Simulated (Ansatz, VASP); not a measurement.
**One calculation of ZnS, two programs**

INCAR

```
SYSTEM = ZnS
ALGO = Fast
EDIFF = 1E-7
ENCUT = 520
GGA = PE
ISIF = 2
ISMEAR = -1
LASPH = .TRUE.
LCHARG = .FALSE.
LREAL = .FALSE.
LWAVE = .FALSE.
NBANDS = 16
NELM = 100
PREC = Accurate
SIGMA = 0.02
```

File KPOINTS:

```
k-points
0
G
  6 6 6
  0 0 0
```

The input POSCAR:

```
ZnS
1.0
    3.1792338440      0.0000000000      0.0000000000
    0.0000000000      3.1792338440      0.0000000000
    0.0000000000      0.0000000000      3.1792338440
Zn S
1 1
Direct
    0.0000000000      0.0000000000      0.0000000000
    0.5000000000      0.5000000000      0.5000000000
```

Input for Ansatz:

```yaml
crystal:
  lattice:
    - [3.179233844, 0.0, 0.0]
    - [0.0, 3.179233844, 0.0]
    - [0.0, 0.0, 3.179233844]
  atoms:
    - { symbol: Zn, position: [0.0, 0.0, 0.0] }
    - { symbol: S, position: [0.5, 0.5, 0.5] }
kpoints:
  mp_grid: { grid: [6, 6, 6] }
hamiltonian:
  xc: pbe
scf:
  occupations: { method: fermi_dirac, width: 0.02 }
  n_extra_bands: 4
output:
  forces: true
  stress: true
  eigenvalues: true
```

The cell was built by a generator and needn't be a form met in nature.

Alike in both runs: task single point; functional PBE; k mesh 6 × 6 × 6; occupations fermi-dirac, width 0.02 eV; no spin polarisation.

|  | VASP | Ansatz |
| --- | --- | --- |
| version | VASP 6.6.1 | Ansatz 0.2.0 |
| potentials or method | VASP PAW PBE potentials, release 64 (Zn, S) | plane waves, PAW |
| plane-wave cutoff (eV) | 520 | 420 |
| valence electrons in the cell | 18 | 18 |

Ansatz gave:

| Item | Value |
| --- | --- |
| pressure (GPa) | 1.0 |

**Question.** What did VASP give for the same quantities?

**Answer.** Pressure (GPa): 1.1.
